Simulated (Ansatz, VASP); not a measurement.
Te in VASP and in Ansatz

```
CELL_PARAMETERS angstrom
5.22326 0.00000 0.00000
0.00000 5.22326 0.00000
0.00000 0.00000 5.22326
ATOMIC_POSITIONS crystal
Te 0.87500 0.12500 0.62500
Te 0.37500 0.37500 0.37500
Te 0.12500 0.62500 0.87500
Te 0.62500 0.87500 0.12500
```

Alike in both runs: functional PBE; k mesh 10 × 10 × 10; occupations gaussian, width 0.1 eV; no spin polarisation.

Ansatz relaxed the structure, and its values are those at the end. VASP's run is a single point on that final structure, the one shown.

|  | VASP | Ansatz |
| --- | --- | --- |
| version | VASP 6.6.1 | Ansatz 0.2.0 |
| potentials or method | VASP PAW PBE potentials, release 64 (Te) | scalar-relativistic, plane waves, PAW |
| plane-wave cutoff (eV) | 520 | 420 |
| valence electrons in the cell | 24 | 64 |

|  | VASP | Ansatz | Ansatz less VASP |
| --- | --- | --- | --- |
| gap on the k mesh at the Fermi level (eV) | none | none | - |
| pressure (GPa) | 0.0 | 0.0 | +0.04 |

A gap of «none» marks a metal or a gap that the smearing closes. With one functional, cell and mesh, what is left measures potentials, basis and numerics. The two sets of potentials don't hold the same shells in valence.

Spin-orbit coupling is left out, which matters for the levels of Te.
